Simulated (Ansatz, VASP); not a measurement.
One calculation of Ir, two programs

INCAR

```
PREC = Accurate
ENCUT = 520
EDIFF = 1E-6
ISMEAR = 0
SIGMA = 0.05
LREAL = False
LASPH = True
NELM = 100
ALGO = Normal
ISIF = 2
LWAVE = False
LCHARG = False
GGA = PE
NBANDS = 10
```

Contents of KPOINTS:

```
regular mesh
0
Gamma
  20 20 20
```

File POSCAR:

```
Ir
1.0
    0.0000000000      1.9608020099      1.9608020099
    1.9608020099      0.0000000000      1.9608020099
    1.9608020099      1.9608020099      0.0000000000
Ir
1
Direct
    0.0000000000      0.0000000000      0.0000000000
```

Input for Ansatz:

```yaml
crystal:
  lattice:
    - [0.0, 1.9608020103, 1.9608020103]
    - [1.9608020103, 0.0, 1.9608020103]
    - [1.9608020103, 1.9608020103, 0.0]
  atoms:
    - { symbol: Ir, position: [0.0, 0.0, 0.0] }
basis:
  ecutwfc: 420
  ecutrho_ratio: 4
kpoints:
  mp_grid: { grid: [20, 20, 20] }
hamiltonian:
  xc: pbe
scf:
  occupations: { method: gaussian, width: 0.05 }
output:
  forces: true
  stress: true
  eigenvalues: true
```

Alike in both runs: task single point; functional PBE; k mesh 20 × 20 × 20; occupations gaussian, width 0.05 eV; no spin polarisation.

|  | VASP | Ansatz |
| --- | --- | --- |
| version | VASP 6.6.1 | Ansatz 0.2.0 |
| potentials or method | VASP PAW PBE potentials, release 64 (Ir) | scalar-relativistic, plane waves, PAW |
| plane-wave cutoff (eV) | 520 | 420 |
| valence electrons in the cell | 9 | 17 |

```tsv
	VASP	Ansatz	Ansatz less VASP
gap on the k mesh at the Fermi level (eV)	none	none	-
pressure (GPa)	-12.1	-12.5	-0.36
```

A gap of «none» marks a metal or a gap that the smearing closes. The functional is the same, so the differences come from potentials, cutoffs and numerics. The two sets of potentials don't hold the same shells in valence.

The runs have no spin-orbit coupling, so splittings on Ir are missing.
